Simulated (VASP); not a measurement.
A run of VASP 6.6.1:

File INCAR:

```
PREC = Accurate
ENCUT = 520
EDIFF = 1E-6
ISMEAR = -1
SIGMA = 0.02
LREAL = Auto
LASPH = True
NELM = 100
ALGO = Fast
ISIF = 2
LWAVE = False
LCHARG = False
GGA = PS
NBANDS = 55
```

Contents of KPOINTS:

```
Automatic mesh
0
Gamma
  2 2 1
```

Contents of POSCAR:

```
HC18N
1.0
    7.3980000000      0.0000000000      0.0000000000
   -3.6990000000      6.4068560000      0.0000000000
    0.0000000000      0.0000000000     12.0000000000
C N H
18 1 1
Direct
    0.0166725075      0.0188662604      0.0795452514
    0.2401472554      0.1367463101      0.1044656709
    0.0212231622      0.3553432844      0.0722293396
    0.2445974709      0.4676641300      0.0716907293
    0.0235034706      0.6882092037      0.0768171406
    0.2409184527      0.7946109530      0.0795019012
    0.3588427994      0.0181119505      0.1043372237
    0.5829218694      0.1358668041      0.0797054781
    0.3578993924      0.3608296265      0.0798030267
    0.5748474399      0.4662078989      0.0773394287
    0.3543891954      0.6873382995      0.0715746322
    0.5774023669      0.7991613568      0.0721505781
    0.6897450117      0.0225394767      0.0716430541
    0.9094183782      0.1323287111      0.0715997213
    0.6882928890      0.3527975602      0.0772918179
    0.9112208640      0.4651489252      0.0727618835
    0.6872075419      0.6891535861      0.0727348805
    0.9102730024      0.8014576186      0.0768152230
    0.3058082400      0.0836762973      0.2100998207
    0.1777685899     -0.0445629531      0.2437258986
```

Potentials or basis: VASP PAW PBE potentials, release 64 (C, N, H).

Run with:

```console
$ cat potpaw_PBE.64/C/POTCAR potpaw_PBE.64/N/POTCAR potpaw_PBE.64/H/POTCAR > POTCAR
$ mpirun -np 1 vasp_std > vasp.out
```

Hardware: 1 thread of Intel(R) Xeon(R) 6975P-C (Granite Rapids) (shared host).

Question: How long does it take, and how much memory?

Answer: It took 2.9 min on 1 thread of Intel(R) Xeon(R) 6975P-C (Granite Rapids), on a shared host, peak memory 0.62 GiB. Counts: scf iterations 22, k points 4.
